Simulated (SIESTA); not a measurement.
## BaTiO3 (Barioperovskite) in SIESTA: the effect of functional

BaTiO3 (Barioperovskite):

```
CELL_PARAMETERS angstrom
3.98550 0.00000 0.00000
0.00000 2.83690 2.84515
0.00000 -2.83690 2.84515
ATOMIC_POSITIONS crystal
Ba 0.00000 0.00000 0.00000
Ti 0.50000 0.51240 0.51240
O 0.50000 0.99184 0.50524
O 0.50000 0.50524 0.99184
O 0.00000 0.48740 0.48740
```

Alike in all runs:

```yaml
Program: SIESTA 5.4.2
Task: band structure
Basis: DZP (energy shift 0.003 Ry; two zetas on semicore shells; d shell added on Ba)
Grid_cutoff: 800 Ry
Energy_shift: 0.003 Ry
k_mesh: 7 × 7 × 7
Occupations: fermi-dirac, width 0.05 eV
Spin: no spin polarisation
```

| functional | potentials or basis | gap on the mesh (eV) | pressure (GPa) | largest force (eV/Å) |
| --- | --- | --- | --- | --- |
| AM05 | PseudoDojo 0.4 standard (PBEsol files) | ? | ? | ? |
| BLYP | PseudoDojo 0.4 standard (PBE files) | 1.91 | 10.6 | 0.24 |
| vdW-DF-cx | PseudoDojo 0.4 standard (PBE files) | 1.87 | -0.4 | 0.25 |

Question: What does the run with functional AM05 give?

Answer: gap on the mesh 1.83 eV; pressure -1.0 GPa; largest force 0.28 eV/Å.

Caveats: this set's barium file shifts pressures by up to 1 GPa against other sets; the potentials were made for another functional, which shifts forces and pressure; spin-orbit coupling is left out, which moves the levels of the heavy elements; the basis of atomic orbitals isn't converged, which shifts pressures, moduli and gaps.

A k mesh can miss the band edges.
